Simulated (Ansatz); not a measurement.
## Effect of strain tensor (xx, yy, zz, yz, xz, xy) = (−0.21, −1.41, −0.21, −1.32, +0.88, −0.01) % on InN

Take InN in the wurtzite structure (space group P6_3mc, No. 186; a = 3.581 Å, c = 5.788 Å) as the base. Axes: x lies along a and z along c of the hexagonal cell.

Modification: strain tensor (xx, yy, zz, yz, xz, xy) = (−0.21, −1.41, −0.21, −1.32, +0.88, −0.01) %, atoms relaxed at fixed cell.

Computed with Kohn–Sham DFT with the PBE functional, run in Ansatz (a program for electronic structure) with PAW and 420 eV plane waves, spin-orbit coupling left out. Γ-centred 11×11×6 mesh, Fermi–Dirac width 0.05 eV.

- Volume per atom: 15.77 Å³ (base 16.06 Å³)
- Space group: P1 (No. 1) (base P6_3mc (No. 186))
- Shortest interatomic distance: 2.165 Å (base 2.183 Å)
- Energy relative to the base (free energy F): +5.0 meV/atom
- Pressure (mean of the normal stresses, compression positive): 2.3 GPa (base 0.0 GPa)
- Band gap: zero (base zero)
- Largest internal atomic displacement: 0.017 Å
- Stress (xx, yy, zz, yz, xz, xy; compression positive): (2.0, 3.2, 1.8, 1.2, -0.8, 0.0) GPa (rough)

Final structure:

```xyz
4
Lattice="3.5730 -0.0002 0.0313 -1.7867 3.0572 -0.0566 0.0506 -0.0764 5.7756" Properties=species:S:1:pos:R:3 pbc="T T T"
In     1.8168     0.9763     2.8974
In     0.0049     2.0270    -0.0197
N      1.7881     1.0251     0.7177
N      0.0262     1.9900     3.5760
```

Without a gap, meshes like the base's 11×11×6 leave anisotropic stresses uncertain by several tenths of a GPa, and small strain energies with them. No phonon test of stability was made. The final runs are not spin-polarised. Gaps under 0.05 eV, about the width of the smearing, are given as zero. The zero or small gap of InN can change with the level of theory.
